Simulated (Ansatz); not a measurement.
**BP: energy and pressure over a range of volumes**

An exercise on one series of results from a longer session: the logs are not shown, and one member is left open.

Program: Ansatz 0.2.0. Level of theory: DFT PBE, scalar-relativistic. These are calculated values, not measurements.

### The system as given

The structure is cubic, space group F-43m (No. 216). The conventional cell has a = 4.538 Å, b = 4.538 Å, c = 4.538 Å, α = 90.00°, β = 90.00°, γ = 90.00°. Around B (site symmetry -43m) lie 4 P at 1.97 Å. P (site symmetry -43m) has 4 B at 1.97 Å as nearest neighbours.

As a file:

```
B P
1.0
     0.00000    2.26900    2.26900
     2.26900    0.00000    2.26900
     2.26900    2.26900    0.00000
B P
1 1
Direct
  0.00000 0.00000 0.00000
  0.75000 0.75000 0.75000
```

The cell is a deposited one (Crystallography Open Database entry 9008835); the temperature and pressure of the measurement aren't taken into account, and nothing was relaxed.

Atoms are numbered in the order of the input: B1, P2.

Set-up of the first run:

File input.yaml:

```yaml
crystal:
  lattice:
    - [0.0, 2.230534942, 2.230534942]
    - [2.230534942, 0.0, 2.230534942]
    - [2.230534942, 2.230534942, 0.0]
  atoms:
    - { symbol: B, position: [0.0, 0.0, 0.0] }
    - { symbol: P, position: [0.75, 0.75, 0.75] }
kpoints:
  mp_grid: { grid: [12, 12, 12] }
scf:
  occupations: { method: fermi_dirac, width: 0.08 }
hamiltonian:
  xc: pbe
  pseudopotentials: { kind: all_electron, lapw: { basis_error: 0.0005 } }
output:
  forces: true
  stress: true
  eigenvalues: true
```

Steps of the session up to this table: Volume × 0.95, LAPW; Volume × 0.95, PAW; Volume × 0.95, crystal datasets; Volume × 0.975, LAPW; Volume × 0.975, PAW; Volume × 1.025, LAPW; Volume × 1.025, PAW; Volume × 1.05, LAPW; Volume × 1.05, PAW; Volume × 1.05, crystal datasets.

One of the session's tables, all rows but one given; the rest of the session is left out.

| method | volume (Å³/atom) | gap on the k mesh (eV) |
| --- | --- | --- |
| LAPW | 11.098 | 1.17 |
| LAPW | 11.390 | ? |
| LAPW | 11.682 | 1.24 |
| LAPW | 11.974 | 1.28 |
| LAPW | 12.266 | 1.31 |
| PAW | 11.098 | 1.16 |
| PAW | 11.390 | 1.20 |
| PAW | 11.682 | 1.24 |
| PAW | 11.974 | 1.27 |
| PAW | 12.266 | 1.31 |
| crystal datasets | 11.098 | 1.17 |
| crystal datasets | 11.682 | 1.24 |
| crystal datasets | 12.266 | 1.31 |

**Question.** Estimate the row for LAPW, 11.390.

The run gave: gap on the k mesh (eV): 1.21. In the column «gap on the k mesh (eV)» it lies between PAW, 11.390 (1.20) and LAPW, 11.682 (1.24).

Limits of these values: Warnings in the runs' records: crystal datasets made.
